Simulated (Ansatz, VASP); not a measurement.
# InP: VASP beside Ansatz

INCAR

```
PREC = Accurate
ENCUT = 520
EDIFF = 1E-7
ISMEAR = 0
SIGMA = 0.1
LREAL = False
LASPH = True
NELM = 100
ALGO = Normal
ISIF = 2
LWAVE = False
LCHARG = False
GGA = PS
NBANDS = 16
```

KPOINTS

```
Automatic mesh
0
Gamma
  6 6 6
```

The input POSCAR:

```
InP
1.0
    0.0000000000      2.9305000000      2.9305000000
    2.9305000000      0.0000000000      2.9305000000
    2.9305000000      2.9305000000      0.0000000000
In P
1 1
Direct
    0.0000000000      0.0000000000      0.0000000000
    0.2500000000      0.2500000000      0.2500000000
```

Input for Ansatz:

```yaml
crystal:
  lattice:
    - [0.0, 2.9305, 2.9305]
    - [2.9305, 0.0, 2.9305]
    - [2.9305, 2.9305, 0.0]
  atoms:
    - { symbol: In, position: [0.0, 0.0, 0.0] }
    - { symbol: P, position: [0.25, 0.25, 0.25] }
basis:
  ecutwfc: 420
kpoints:
  mp_grid: { grid: [6, 6, 6] }
hamiltonian:
  xc: pbesol
scf:
  occupations: { method: gaussian, width: 0.1 }
output:
  forces: true
  stress: true
  eigenvalues: true
```

The cell was built by a generator and needn't be a form met in nature.

Alike in both runs: task single point; functional PBEsol; k mesh 6 × 6 × 6; occupations gaussian, width 0.1 eV; no spin polarisation.

|  | VASP | Ansatz |
| --- | --- | --- |
| version | VASP 6.6.1 | Ansatz 0.2.0 |
| potentials or method | VASP PAW PBE potentials, release 64 (In_d, P) | scalar-relativistic, plane waves, PAW |
| plane-wave cutoff (eV) | 520 | 420 |
| valence electrons in the cell | 18 | 18 |

|  | VASP | Ansatz | Ansatz less VASP |
| --- | --- | --- | --- |
| gap on the k mesh at the Fermi level (eV) | 0.61 | 0.61 | +0.002 |
| least direct gap on the mesh (eV) | 0.61 | 0.61 | +0.002 |
| pressure (GPa) | 0.6 | 0.6 | +0.01 |

Caveats: the PAW data sets were made with another functional, which shifts forces and pressure a little (VASP); spin-orbit coupling is left out, which moves the levels of the heavy elements. As with any semilocal functional, this PBEsol gap is likely too small.
